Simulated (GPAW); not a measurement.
Wanted: an ASE script for a GPAW 26.7.0 run.

```
Task                : band structure
Functional          : PBEsol
Potentials or basis : PAW data sets generated in the run's folder for this functional
Cutoff              : 800 eV
Basis               : pw
k mesh              : 6 × 6 × 6
Occupations         : fermi-dirac, width 0.05 eV
Spin                : no spin polarisation
Hubbard terms       : Zr d U = 4 eV
Maxiter             : 150
Band path           : GXMGRX,MR
Band points         : 100
```

Crystal: BaZrO3.

```xyz
5
Lattice="4.1913 0.0000 0.0000 0.0000 4.1913 0.0000 0.0000 0.0000 4.1913" Properties=species:S:1:pos:R:3 pbc="T T T"
Ba    0.0000    0.0000    0.0000
Zr    2.0957    2.0957    2.0957
O     2.0957    2.0957    0.0000
O     2.0957    0.0000    2.0957
O     0.0000    2.0957    2.0957
```

These files were run (other wordings do the same):

run.py

```python
from ase import Atoms
from ase.dft.bandgap import bandgap
from ase.io import write
from ase.units import GPa
from gpaw import GPAW, PW, setup_paths

setup_paths.insert(0, '.')

atoms = Atoms(['Ba', 'Zr', 'O', 'O', 'O'],
              cell=[[4.19134, 0.0, 0.0],
                    [0.0, 4.19134, 0.0],
                    [0.0, 0.0, 4.19134]],
              scaled_positions=[[0.0, 0.0, 0.0],
                                [0.5, 0.5, 0.5],
                                [0.5, 0.5, 0.0],
                                [0.5, 0.0, 0.5],
                                [0.0, 0.5, 0.5]],
              pbc=True)

calc = GPAW(mode=PW(800),
            xc='PBEsol',
            kpts={'size': (6, 6, 6), 'gamma': True},
            occupations={'name': 'fermi-dirac', 'width': 0.05},
            setups={'Zr': ':d,4.0'},
            nbands=36,
            convergence={'density': 1e-05, 'energy': 1e-05},
            maxiter=150,
            txt='gpaw.txt')
atoms.calc = calc
energy = atoms.get_potential_energy()
forces = atoms.get_forces()
stress = atoms.get_stress()
calc.write('gs.gpw')
write('result.traj', atoms)
print(f'Energy: {energy:.6f} eV')
print('Forces (eV/A):')
print(forces.round(4))
print('Stress (GPa):', (stress / GPa).round(3))
print('Fermi level:', round(calc.get_fermi_level(), 4), 'eV')
print(f'Gap: {bandgap(calc)[0]:.4f} eV, direct: {bandgap(calc, direct=True)[0]:.4f} eV')

path = atoms.cell.bandpath('GXMGRX,MR', npoints=100, eps=1e-4)
bs_calc = calc.fixed_density(kpts=path, symmetry='off', nbands=54,
                             convergence={'bands': 'CBM+6.0', 'eigenstates': 1e-6}, txt='bands.txt')
bs = bs_calc.band_structure()
bs.write('bs.json')
print(f'Gap on the path: {bandgap(bs_calc)[0]:.4f} eV')
```

Potentials or basis: PAW data sets generated in the run's folder for this functional, pw.

Run with:

```bash
$ gpaw-setup -f PBEsol Ba O Zr
$ OMP_NUM_THREADS=1 python run.py
```

It gave:

```json
{
  "Pressure": "2.2 GPa",
  "Band gap on the k mesh": "3.90 eV, indirect (least direct gap 4.20 eV)",
  "Band gap along the path": "3.90 eV, indirect (least direct gap 4.20 eV)"
}
```

Caveat: spin-orbit coupling is left out, which moves the levels of the heavy elements.

Run time: 5.2 min on 1 thread of AMD EPYC 7R43 64-Core Processor (Zen 3), on a shared host, peak memory 0.71 GiB.
